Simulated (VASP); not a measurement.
Al32H (a cell with a defect), 33 atoms in the cell. The cell holds a defect, 33 atoms: a = 8.100 Å, b = 8.100 Å, c = 8.100 Å, α = 90.00°, β = 90.00°, γ = 90.00°. The cell was built by a generator and needn't be a form met in nature.

- Program: VASP 6.6.1
- Task: single point
- Functional: PBE
- Potentials or basis: VASP PAW PBE potentials, release 64 (Al, H)
- Cutoff: 520 eV
- k mesh: 2 × 2 × 2
- Occupations: fermi-dirac, width 0.15 eV
- Spin: no spin polarisation
- Dipole correction: no
- Further INCAR settings: LREAL = Auto; ALGO = Fast; EDIFF = 1e-06; NBANDS = 70

Potentials or basis: VASP PAW PBE potentials, release 64 (Al, H).

Run with:

```console
$ cat potpaw_PBE.64/Al/POTCAR potpaw_PBE.64/H/POTCAR > POTCAR
$ mpirun -np 1 vasp_std > vasp.out
```

Hardware: 1 thread of Intel(R) Xeon(R) Platinum 8259CL CPU @ 2.50GHz (Skylake/Cascade Lake), on a shared host.

Task: Estimate the wall time of this run.

Result: It took 6.5 min on 1 thread of Intel(R) Xeon(R) Platinum 8259CL CPU @ 2.50GHz (Skylake/Cascade Lake) (shared host), peak memory 0.56 GiB. Counts: scf iterations 16, k points 8.
